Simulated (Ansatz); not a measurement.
Reaction (cleavage of the B–B bond): `FB(F)B(F)F` + acetic acid → `CC(=O)OB(F)F` + `FBF`

Isolated molecules relaxed with PBE0-D4/def2-TZVP in Ansatz; ΔE leaves out vibrations. CCSD(T)/CBS is the MP2 limit (def2-TZVPP, def2-QZVPP) plus CCSD(T) − MP2 in def2-TZVPP, frozen cores. This one scheme is used for every species. DFT in def2-TZVPP. B3LYP here is the variant with VWN-RPA as its local correlation; programs differ in this. One conformer a species, not always the lowest.

```csv
level,ΔE (kJ/mol)
B3LYP-D4,-120.4
MP2/def2-QZVPP,-124.7
```

(1) What does CCSD(T)/CBS give? (Estimate.)

Largest T1 diagnostic among the species: 0.015.

## Answers

(1) The calculation gave: -119.8 kJ/mol. The listed levels differ from it by -0.6, -4.9 kJ/mol.

From PBE to PBE0 (25 % exact exchange), in def2-TZVPP and without D4, ΔE moves by −8.6 kJ/mol. In def2-TZVPP, CCSD(T) changes the Hartree–Fock value by +17.3 kJ/mol (the triples alone add +2.0 kJ/mol) and MP2 by +13.2 kJ/mol.

CCSD(T)/CBS has its own doubt, a few kJ/mol and more with outer-core shells, so smaller differences from it don't rank the levels.
